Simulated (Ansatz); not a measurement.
A calculation with Ansatz 0.2.0 of HgTe (ASE script, structure from a POSCAR):

File run.py:

```python
import json

import ase.io
import numpy as np

import ansatz as az

atoms = ase.io.read("POSCAR", format="vasp")

calculation = (
    az.Crystal.from_ase(atoms)
    .calculation()
    .kpoints(7, 7, 7)
    .functional("pbesol")
    .pseudopotentials(kind="paw_fr")
    .spin("noncollinear", soc=True)
    .scf(extra_bands=6)
    .occupations(method="tetrahedron")
    .band_structure(path=(((0.0, 0.0, 0.0), (0.5, 0.0, 0.5), (0.5, 0.25, 0.75), (0.375, 0.375, 0.75), (0.0, 0.0,
        0.0), (0.5, 0.5, 0.5), (0.625, 0.25, 0.625), (0.5, 0.25, 0.75), (0.5, 0.5, 0.5), (0.375, 0.375, 0.75)),
        ((0.625, 0.25, 0.625), (0.5, 0.0, 0.5))), intervals=14)
    .density()
    .potential()
    .output_files(volumetric_format="npy")
    .electron_localization_function()
    .forces()
    .stress()
)
outcome = calculation.run(threads=2, events_out="events.jsonl")

report = outcome.report
for line in open("events.jsonl"):
    event = json.loads(line)
    if event["event"] == "scf_iter":
        d = event["data"]
        print(f"SCF {d['iter']:3d}  HF = {d['harris_foulkes_ev']:.6f} eV  dr2 = {d['dr2_ev']:.2e} eV")
    elif event["event"] in ("relax_step", "md_step"):
        d = event["data"]
        print(f"{event['event']} {d['step']:3d}  E = {d['lagrangian_ev']:.6f} eV")
np.set_printoptions(precision=5, suppress=True, linewidth=110)
print("converged:", report["converged"], "after", report["n_iterations"], "iterations")
print(f"free energy {report['free_energy_ev']:.6f} eV, Fermi level {report['fermi_energy_ev']:.4f} eV")
for key in ("band_edges_ev", "magnetization_mub", "site_moments_mub", "site_moments_nc_mub", "forces_ev_ang",
                "stress_gpa", "kpoints_frac", "eigenvalues_ev"):
    if report.get(key) is not None:
        print(key, np.array(report[key]), sep="\n")
```

POSCAR

```
HgTe
1.0
    0.0000000000      3.0928324674      3.0928324674
    3.0928324674      0.0000000000      3.0928324674
    3.0928324674      3.0928324674      0.0000000000
Hg Te
1 1
Direct
    0.0000000000      0.0000000000      0.0000000000
    0.5000000000      0.5000000000      0.5000000000
```

Potentials or basis: Ansatz PAW.

The run is started by

```console
$ python run.py
```

The cell isn't the ideal one: volume scaled by 0.92.

Measurements of this composition are mostly on another form, of space group No. 216.

Task: Write the same calculation in another form: native input, structure typed inline.

Result: As run:

Contents of input.yaml:

```yaml
crystal:
  lattice:
    - [0.0, 3.0928324674, 3.0928324674]
    - [3.0928324674, 0.0, 3.0928324674]
    - [3.0928324674, 3.0928324674, 0.0]
  atoms:
    - { symbol: Hg, position: [0.0, 0.0, 0.0] }
    - { symbol: Te, position: [0.5, 0.5, 0.5] }
hamiltonian:
  xc: pbesol
  pseudopotentials: { kind: paw_fr }
magnetization:
  noncollinear: true
  spin_orbit: true
kpoints:
  mp_grid: { grid: [7, 7, 7] }
  band_path:
    path:
      - [[0.0, 0.0, 0.0], [0.5, 0.0, 0.5], [0.5, 0.25, 0.75], [0.375, 0.375, 0.75], [0.0, 0.0, 0.0], [0.5, 0.5, 0.5], [0.625, 0.25, 0.625], [0.5, 0.25, 0.75], [0.5, 0.5, 0.5], [0.375, 0.375, 0.75]]
      - [[0.625, 0.25, 0.625], [0.5, 0.0, 0.5]]
    npoints: 14
scf:
  occupations: { method: tetrahedron }
  n_extra_bands: 6
output:
  forces: true
  stress: true
  fatbands: false
```

Potentials or basis: Ansatz PAW.

Run with:

```console
$ ansatz run input.yaml --threads 2 --pin off --max-ram 5120MiB --backend cpu --events-out ev --progress --plain --runs-dir out
```

Both were run:

|  | ASE script, structure from a POSCAR | native input, structure typed inline |
| --- | --- | --- |
| Pressure | -4.2 GPa | -4.2 GPa |
| Band gap on the k mesh | none (metal or under the smearing width) | none (metal or under the smearing width) |

Keys that steer only the numerical path or the files written may differ.

Caveat: the PAW data sets come from PBE, with cores solved anew for the run's functional, which leaves a small shift of forces and pressure; with tetrahedron occupations forces and stress needn't match the slope of the energy.
